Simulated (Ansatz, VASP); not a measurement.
## Si: VASP beside Ansatz

```
Si
1.0
     5.10959    0.00000    0.00000
    -2.55479    4.42503    0.00000
     0.00000    0.00000    4.83739
Si
6
Direct
  0.23404 0.46808 0.25000
  0.53192 0.76596 0.58333
  0.23404 0.76596 0.91667
  0.76596 0.53192 0.75000
  0.46808 0.23404 0.08333
  0.76596 0.23404 0.41667
```

Alike in both runs: task single point; functional PBE; k mesh 6 × 6 × 4; occupations gaussian, width 0.1 eV; no spin polarisation.

|  | VASP | Ansatz |
| --- | --- | --- |
| version | VASP 6.6.1 | Ansatz 0.2.0 |
| potentials or method | VASP PAW PBE potentials, release 64 (Si) | scalar-relativistic, plane waves, PAW |
| plane-wave cutoff (eV) | 520 | 420 |
| valence electrons in the cell | 24 | 24 |

|  | VASP | Ansatz | Ansatz less VASP |
| --- | --- | --- | --- |
| gap on the k mesh at the Fermi level (eV) | 1.12 | 1.12 | +0.001 |
| least direct gap on the mesh (eV) | 1.73 | 1.73 | +0.001 |
| pressure (GPa) | 24.6 | 24.7 | +0.09 |
| largest component of the traceless stress (GPa) | 0.40 | 0.41 | +0.003 |
| rms of the force components (eV/Å) | 0.444 | 0.445 | +0.0003 |

Atom by atom the forces differ by 0.000 eV/Å (rms over components).

Caveats: so large a pressure means that the cell lies far from this level's equilibrium, or that cutoff or potentials fall short (VASP). PBE gaps usually lie below the measured ones, often by a third to a half. A k mesh can miss the band edges.
